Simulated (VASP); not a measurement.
# Al (Fm-3m) in VASP: further runs

One crystal, Al, is run at these levels: PBE; tasks: single point.

Everything below comes from runs of VASP 6.6.1. Logs are shortened: lines on timing, memory, paths and dates and some standing lists are left out, and cuts for length are marked.

## (1) The structure

Symmetry: Fm-3m, No. 225, cubic system. The conventional cell has a = 4.050 Å, b = 4.050 Å, c = 4.050 Å, α = 90.00°, β = 90.00°, γ = 90.00°. Al (site symmetry m-3m) has 12 Al at 2.86 Å as nearest neighbours.

## (2) Single point, PBE

Input file INCAR:

```
SYSTEM = Al
PREC = Accurate
ENCUT = 350
EDIFF = 1E-7
ISMEAR = -1
SIGMA = 0.15
LREAL = .False.
LASPH = .True.
NELM = 100
ALGO = Normal
ISIF = 2
LWAVE = .False.
LCHARG = .False.
GGA = PE
NBANDS = 8
ADDGRID = .False.
```

Input file KPOINTS:

```
regular mesh
0
Gamma
  10 10 10
  0 0 0
```

Input file POSCAR:

```
Al
1.0
   -0.0142710000      2.0302060000      1.9470980000
    2.0319350000     -0.0386130000      1.9714400000
    2.0296090000      2.0522230000     -0.0362870000
Al
1
Direct
    0.0259050000     -0.0062880000     -0.0081470000
```

Potentials or basis: VASP PAW PBE potentials, release 64 (Al).

On the command line:

```
> cat potpaw_PBE.64/Al/POTCAR > POTCAR
> mpirun -np 1 vasp_std > vasp.out
```

OUTCAR:

```text
SYSTEM = Al
   PREC = Accurate
   ENCUT = 350
   EDIFF = 1E-7
   ISMEAR = -1
   LREAL = .False.
   LASPH = .True.
   NELM = 100
   ISIF = 2
   GGA = PE

 Found    504 irreducible k-points:

 Following reciprocal coordinates:
            Coordinates               Weight
  0.000000  0.000000  0.000000      1.000000
  0.100000  0.000000 -0.000000      2.000000
  0.200000  0.000000 -0.000000      2.000000
  0.300000  0.000000 -0.000000      2.000000
  0.400000  0.000000 -0.000000      2.000000
  0.500000  0.000000 -0.000000      1.000000
   k-points           NKPTS =    504   k-points in BZ     NKDIM =    504   number of bands    NBANDS=      8
   number of dos      NEDOS =    301   number of ions     NIONS =      1
   total plane-waves  NPLWV =   5832
   dimension x,y,z NGX =    18 NGY =   18 NGZ =   18
   dimension x,y,z NGXF=    36 NGYF=   36 NGZF=   36
   ions per type =               1
   NGX,Y,Z   is equivalent  to a cutoff of  10.64, 10.57, 10.37 a.u.
   NGXF,Y,Z  is equivalent  to a cutoff of  21.28, 21.14, 20.73 a.u.
 SYSTEM =  Al
   PREC   = accura    normal or accurate (medium, high low for compatibility)
   ISTART =      0    job   : 0-new  1-cont  2-samecut
   ICHARG =      2    charge: 1-file 2-atom 10-const
   ISPIN  =      1    spin polarized calculation?
   LNONCOLLINEAR =      F non collinear calculations
   LSORBIT =      F    spin-orbit coupling
   LASPH  =      T    aspherical Exc in radial PAW
   ENCUT  =  350.0 eV  25.72 Ry    5.07 a.u.   4.29  4.32  4.40*2*pi/ulx,y,z
   NELM   =    100;   NELMIN=  2; NELMDL= -5     # of ELM steps
   EDIFF  = 0.1E-06   stopping-criterion for ELM
   LREAL  =      F    real-space projection
   EDIFFG = 0.1E-05   stopping-criterion for IOM
   NSW    =      0    number of steps for IOM
   IBRION =     -1    ionic relax: 0-MD 1-quasi-New 2-CG
   NFREE  =      0    steps in history (QN), initial steepest desc. (CG)
   ISIF   =      2    stress and relaxation
   ISYM   =      2    0-nonsym 1-usesym 2-fastsym
   POTIM  = 0.5000    time-step for ionic-motion
   TEBEG  =    0.0;   TEEND  =   0.0 temperature during run
   PSTRESS=    0.0 pullay stress
   NELECT =       3.0000    total number of electrons
   NUPDOWN=      -1.0000    fix difference up-down
   EMIN   =  10.00;   EMAX   =-10.00  energy-range for DOS
   EFERMI =   0.00;   METHOD = LEGACY
   ISMEAR =    -1;   SIGMA  =   0.15  broadening in eV -4-tet -1-fermi 0-gaus
   EFERMI_NEDOS =   21; number of points for ismear=-14 and -15
   IALGO  =     38    algorithm
   IMIX   =      4    mixing-type and parameters
     AMIX     =   0.40;   BMIX     =  1.00
     AMIX_MAG =   1.60;   BMIX_MAG =  1.00
  volume/ion in A,a.u.               =      16.60       112.04
  Fermi-wavevector in a.u.,A,eV,Ry     =   0.925526  1.748991 11.654732  0.856599
  Thomas-Fermi vector in A             =   2.051390
   LORBIT       =      0    0 simple, 1 ext, 2 COOP (PROOUT), +10 PAW based schemes
   GGA     = PE    functional components
   LHFCALC =     F    Hartree Fock is set to
   AEXX    =    0.0000 exact exchange contribution
   IVDW    =     0    specifies the selected vdW correction
   LEPSILON=     F    determine dielectric tensor
   LRPA    =     F    only Hartree local field effects (RPA)
 non-spin polarized calculation
  energy-cutoff  :      350.00
  volume of cell :       16.60
 maximum number of plane-waves:       263
 NGX is ok and might be reduce to    18
   NGX =  9   NGY =  9   NGZ =  9

 number of electron       3.0000000 magnetization

 Free energy of the ion-electron system (eV)
  ---------------------------------------------------
  ext. energy  EPLUGINS =         0.00000000
  ---------------------------------------------------
  free energy    TOTEN  =        -3.74928706 eV

  energy without entropy =       -3.71425567  energy(sigma->0) =       -3.73177137

 E-fermi :   7.9998     XC(G=0): -10.1739

 val. band max:        7.9918111767   @ k =  -0.1000   0.5000   0.3000
 cond. band min:       8.0034272342   @ k =   0.5000  -0.4000   0.2000
 fundamental gap:      0.0116160575
 Fermi energy:         7.9997715697

 k-point     1 :       0.0000    0.0000    0.0000
  band No.  band energies     occupation
      1      -3.1565      2.00000
      2      20.0535      0.00000
      3      20.4330      0.00000
      4      21.1401      0.00000
      5      21.4471      0.00000
      6      21.8570      0.00000
      7      22.4957      0.00000
      8      24.5328      0.00000

 k-point     2 :       0.1000    0.0000   -0.0000
  band No.  band energies     occupation
      1      -2.8827      2.00000
      2      17.4275      0.00000
      3      19.3503      0.00000
      4      20.0282      0.00000
      5      22.5414      0.00000
      6      22.5883      0.00000
      7      23.5562      0.00000
      8      25.3214      0.00000

 k-point     3 :       0.2000    0.0000   -0.0000
  band No.  band energies     occupation
      1      -2.0647      2.00000
      2      13.4277      0.00000
      3      18.5719      0.00000
      4      19.2571      0.00000
      5      22.3075      0.00000
      6      22.8895      0.00000
      7      23.8716      0.00000
      8      25.1501      0.00000

 k-point     4 :       0.3000    0.0000   -0.0000
  band No.  band energies     occupation
      1      -0.7116      2.00000
      2       9.7104      0.00002
      3      18.1889      0.00000
      4      18.9247      0.00000
      5      21.1248      0.00000
      6      22.1439      0.00000
      7      22.1879      0.00000
      8      25.8386      0.00000

 k-point     5 :       0.4000    0.0000   -0.0000
  band No.  band energies     occupation
      1       1.1613      2.00000
      2       6.4022      1.99995
      3      18.2397      0.00000
      4      19.0436      0.00000
      5      19.7327      0.00000
      6      20.7013      0.00000
      7      22.3738      0.00000
      8      24.2551      0.00000

 k-point     6 :       0.5000    0.0000   -0.0000
  band No.  band energies     occupation
      1       3.4123      2.00000
      2       3.6707      2.00000
      3      18.6593      0.00000
      4      18.8289      0.00000
      5      19.5887      0.00000
      6      19.7281      0.00000
      7      23.0502      0.00000
      8      23.1026      0.00000

 [... further k-points ...]

------------------------ aborting loop because EDIFF is reached ----------------------------------------

  FORCE on cell =-STRESS in cart. coord.  units (eV):
  Direction    XX          YY          ZZ          XY          YZ          ZX
  --------------------------------------------------------------------------------------
  -------------------------------------------------------------------------------------
  Total       -0.0526522      0.0643645     -0.0900595     -0.0051944      0.1079012      0.0339639
  in kB       -5.0809814      6.2112246     -8.6908169     -0.5012603     10.4125539      3.2775466
  external PRESSURE =      -2.5201912 kB  Pullay stress =       0.0000000 kB

 VOLUME and BASIS-vectors are now :
 -----------------------------------------------------------------------------
  energy-cutoff  :      350.00
  volume of cell :       16.60
      direct lattice vectors                 reciprocal lattice vectors
    -0.014271000  2.030206000  1.947098000    -0.243600396  0.245440565  0.255882689
     2.031935000 -0.038613000  1.971440000     0.245113160 -0.237992671  0.249947439
     2.029609000  2.052223000 -0.036287000     0.245598817  0.239991210 -0.248434673

 POSITION                                       TOTAL-FORCE (eV/Angst)
 -----------------------------------------------------------------------------------
      4.03186      2.04973      1.97349         0.000000      0.000000     -0.000000
 -----------------------------------------------------------------------------------
    total drift:                                0.000004      0.000001     -0.000000

  FREE ENERGIE OF THE ION-ELECTRON SYSTEM (eV)
  ---------------------------------------------------
  free  energy   TOTEN  =        -3.7492870649 eV

  energy  without entropy=       -3.7142556694  energy(sigma->0) =       -3.73177137
```

Run time: 14 s. Hardware: 1 thread of Intel Xeon 6975P-C (Granite Rapids), shared host; peak memory 0.13 GiB.

The run converged, but some of its settings lie outside the range that counts as converged, so its numbers aren't taken as properties of the crystal.

What came out:

* Free energy: -3.7493 eV
* Pressure: -0.3 GPa
* Band gap on the k mesh: none (metal or under the smearing width)

## (3) Single point, PBE

INCAR, as its differences from that of step 2:

```diff
@@ -2,3 +2,3 @@
 PREC = Accurate
-ENCUT = 350
+ENCUT = 250
 EDIFF = 1E-7
```

Input file KPOINTS:

```
regular mesh
0
Gamma
  12 12 12
  0 0 0
```

Input file POSCAR:

```
Al
1.0
    0.0000000000      2.0248050000      2.0248050000
    2.0248050000      0.0000000000      2.0248050000
    2.0248050000      2.0248050000      0.0000000000
Al
1
Direct
    0.0000000000      0.0000000000      0.0000000000
```

Potentials or basis: VASP PAW PBE potentials, release 64 (Al).

On the command line:

```
> cat potpaw_PBE.64/Al/POTCAR > POTCAR
> mpirun -np 1 vasp_std > vasp.out
```

Run time: 1.6 s. Hardware: 1 thread of Intel Xeon 6975P-C (Granite Rapids), shared host; peak memory 0.1 GiB.

These settings aren't checked as converged: the numbers below hold their error.

What came out:

```
Free energy            : -3.7586 eV
Band gap on the k mesh : none (metal or under the smearing width)
```

Caveat: the cutoff is under 1.25 times the usual one of these potentials, so pressure, stress and relaxed cells hold a basis-set (Pulay) error.

## (4) Single point, PBE

INCAR is that of step 3.

KPOINTS is that of step 3.

Input file POSCAR:

```
Al
1.0
   -0.0142710000      2.0302060000      1.9470980000
    2.0319350000     -0.0386130000      1.9714400000
    2.0296090000      2.0522230000     -0.0362870000
Al
1
Direct
    0.0259050000     -0.0062880000     -0.0081470000
```

Potentials or basis: VASP PAW PBE potentials, release 64 (Al).

On the command line:

```
> cat potpaw_PBE.64/Al/POTCAR > POTCAR
> mpirun -np 1 vasp_std > vasp.out
```

OUTCAR:

```text
SYSTEM = Al
   PREC = Accurate
   ENCUT = 250
   EDIFF = 1E-7
   ISMEAR = -1
   LREAL = .False.
   LASPH = .True.
   NELM = 100
   ISIF = 2
   GGA = PE

 Found    868 irreducible k-points:

 Following reciprocal coordinates:
            Coordinates               Weight
  0.000000  0.000000  0.000000      1.000000
  0.083333 -0.000000  0.000000      2.000000
  0.166667  0.000000 -0.000000      2.000000
  0.250000  0.000000 -0.000000      2.000000
  0.333333  0.000000 -0.000000      2.000000
  0.416667  0.000000 -0.000000      2.000000
   k-points           NKPTS =    868   k-points in BZ     NKDIM =    868   number of bands    NBANDS=      8
   number of dos      NEDOS =    301   number of ions     NIONS =      1
   total plane-waves  NPLWV =   4096
   dimension x,y,z NGX =    16 NGY =   16 NGZ =   16
   dimension x,y,z NGXF=    32 NGYF=   32 NGZF=   32
   ions per type =               1
   NGX,Y,Z   is equivalent  to a cutoff of   9.46,  9.39,  9.21 a.u.
   NGXF,Y,Z  is equivalent  to a cutoff of  18.91, 18.79, 18.43 a.u.
 SYSTEM =  Al
   PREC   = accura    normal or accurate (medium, high low for compatibility)
   ISTART =      0    job   : 0-new  1-cont  2-samecut
   ICHARG =      2    charge: 1-file 2-atom 10-const
   ISPIN  =      1    spin polarized calculation?
   LNONCOLLINEAR =      F non collinear calculations
   LSORBIT =      F    spin-orbit coupling
   LASPH  =      T    aspherical Exc in radial PAW
   ENCUT  =  250.0 eV  18.37 Ry    4.29 a.u.   3.63  3.65  3.72*2*pi/ulx,y,z
   NELM   =    100;   NELMIN=  2; NELMDL= -5     # of ELM steps
   EDIFF  = 0.1E-06   stopping-criterion for ELM
   LREAL  =      F    real-space projection
   EDIFFG = 0.1E-05   stopping-criterion for IOM
   NSW    =      0    number of steps for IOM
   IBRION =     -1    ionic relax: 0-MD 1-quasi-New 2-CG
   NFREE  =      0    steps in history (QN), initial steepest desc. (CG)
   ISIF   =      2    stress and relaxation
   ISYM   =      2    0-nonsym 1-usesym 2-fastsym
   POTIM  = 0.5000    time-step for ionic-motion
   TEBEG  =    0.0;   TEEND  =   0.0 temperature during run
   PSTRESS=    0.0 pullay stress
   NELECT =       3.0000    total number of electrons
   NUPDOWN=      -1.0000    fix difference up-down
   EMIN   =  10.00;   EMAX   =-10.00  energy-range for DOS
   EFERMI =   0.00;   METHOD = LEGACY
   ISMEAR =    -1;   SIGMA  =   0.15  broadening in eV -4-tet -1-fermi 0-gaus
   EFERMI_NEDOS =   21; number of points for ismear=-14 and -15
   IALGO  =     38    algorithm
   IMIX   =      4    mixing-type and parameters
     AMIX     =   0.40;   BMIX     =  1.00
     AMIX_MAG =   1.60;   BMIX_MAG =  1.00
  volume/ion in A,a.u.               =      16.60       112.04
  Fermi-wavevector in a.u.,A,eV,Ry     =   0.925526  1.748991 11.654732  0.856599
  Thomas-Fermi vector in A             =   2.051390
   LORBIT       =      0    0 simple, 1 ext, 2 COOP (PROOUT), +10 PAW based schemes
   GGA     = PE    functional components
   LHFCALC =     F    Hartree Fock is set to
   AEXX    =    0.0000 exact exchange contribution
   IVDW    =     0    specifies the selected vdW correction
   LEPSILON=     F    determine dielectric tensor
   LRPA    =     F    only Hartree local field effects (RPA)
 non-spin polarized calculation
  energy-cutoff  :      250.00
  volume of cell :       16.60
 maximum number of plane-waves:       160
   NGX =  7   NGY =  7   NGZ =  7

 number of electron       3.0000000 magnetization

 Free energy of the ion-electron system (eV)
  ---------------------------------------------------
  ext. energy  EPLUGINS =         0.00000000
  ---------------------------------------------------
  free energy    TOTEN  =        -3.75335594 eV

  energy without entropy =       -3.72692293  energy(sigma->0) =       -3.74013944

 E-fermi :   7.9021     XC(G=0): -10.1733

 val. band max:        7.8972682403   @ k =  -0.2500   0.1667   0.2500
 cond. band min:       7.9028035992   @ k =  -0.3333   0.0833  -0.0000
 fundamental gap:      0.0055353589
 Fermi energy:         7.9021495256

 k-point     1 :       0.0000    0.0000    0.0000
  band No.  band energies     occupation
      1      -3.1543      2.00000
      2      20.0997      0.00000
      3      20.4891      0.00000
      4      21.2045      0.00000
      5      21.4512      0.00000
      6      21.8610      0.00000
      7      22.5003      0.00000
      8      24.5400      0.00000

 k-point     2 :       0.0833   -0.0000    0.0000
  band No.  band energies     occupation
      1      -2.9640      2.00000
      2      18.1204      0.00000
      3      19.5422      0.00000
      4      20.2312      0.00000
      5      22.3358      0.00000
      6      22.5309      0.00000
      7      23.3547      0.00000
      8      25.6907      0.00000

 k-point     3 :       0.1667    0.0000   -0.0000
  band No.  band energies     occupation
      1      -2.3949      2.00000
      2      14.7586      0.00000
      3      18.8179      0.00000
      4      19.4947      0.00000
      5      22.4337      0.00000
      6      23.3980      0.00000
      7      24.0185      0.00000
      8      25.0181      0.00000

 k-point     4 :       0.2500    0.0000   -0.0000
  band No.  band energies     occupation
      1      -1.4514      2.00000
      2      11.5359      0.00000
      3      18.3499      0.00000
      4      19.0569      0.00000
      5      22.0024      0.00000
      6      22.2377      0.00000
      7      23.0939      0.00000
      8      26.2489      0.00000

 k-point     5 :       0.3333    0.0000   -0.0000
  band No.  band energies     occupation
      1      -0.1411      2.00000
      2       8.5691      0.02316
      3      18.1777      0.00000
      4      18.9369      0.00000
      5      20.6490      0.00000
      6      21.6777      0.00000
      7      22.2004      0.00000
      8      25.2950      0.00000

 k-point     6 :       0.4167    0.0000   -0.0000
  band No.  band energies     occupation
      1       1.5258      2.00000
      2       5.9012      2.00000
      3      18.3110      0.00000
      4      19.1227      0.00000
      5      19.5820      0.00000
      6      20.5290      0.00000
      7      22.4815      0.00000
      8      24.0529      0.00000

 [... further k-points ...]

------------------------ aborting loop because EDIFF is reached ----------------------------------------

  FORCE on cell =-STRESS in cart. coord.  units (eV):
  Direction    XX          YY          ZZ          XY          YZ          ZX
  --------------------------------------------------------------------------------------
  -------------------------------------------------------------------------------------
  Total       -0.0371292     -0.1706685      0.1132252      0.0396623      0.1425193      0.0207909
  in kB       -3.5829927    -16.4696442     10.9263214      3.8274414     13.7532232      2.0063381
  external PRESSURE =      -3.0421051 kB  Pullay stress =       0.0000000 kB

 VOLUME and BASIS-vectors are now :
 -----------------------------------------------------------------------------
  energy-cutoff  :      250.00
  volume of cell :       16.60
      direct lattice vectors                 reciprocal lattice vectors
    -0.014271000  2.030206000  1.947098000    -0.243600396  0.245440565  0.255882689
     2.031935000 -0.038613000  1.971440000     0.245113160 -0.237992671  0.249947439
     2.029609000  2.052223000 -0.036287000     0.245598817  0.239991210 -0.248434673

 POSITION                                       TOTAL-FORCE (eV/Angst)
 -----------------------------------------------------------------------------------
      4.03186      2.04973      1.97349         0.000000      0.000000     -0.000000
 -----------------------------------------------------------------------------------
    total drift:                                0.000006      0.000004      0.000006

  FREE ENERGIE OF THE ION-ELECTRON SYSTEM (eV)
  ---------------------------------------------------
  free  energy   TOTEN  =        -3.7533559440 eV

  energy  without entropy=       -3.7269229273  energy(sigma->0) =       -3.74013944
```

stdout:

```text
POSCAR found type information on POSCAR Al
 POSCAR found :  1 types and       1 ions
 scaLAPACK will be used
 LDA part: xc-table for (Slater+PW92), standard interpolation
 POSCAR, INCAR and KPOINTS ok, starting setup
 FFT: planning ... GRIDC
 FFT: planning ... GRID_SOFT
 FFT: planning ... GRID
 WAVECAR not read
 entering main loop
```

Run time: 9.8 s. Hardware: 1 thread of Intel Xeon 6975P-C (Granite Rapids), shared host; peak memory 0.13 GiB.

These settings aren't checked as converged: the numbers below hold their error.

Results:

```
Free energy            : -3.7534 eV
Band gap on the k mesh : none (metal or under the smearing width)
```

Caveat: the cutoff is under 1.25 times the usual one of these potentials, so pressure, stress and relaxed cells hold a basis-set (Pulay) error.

[end of part 1 of 2]
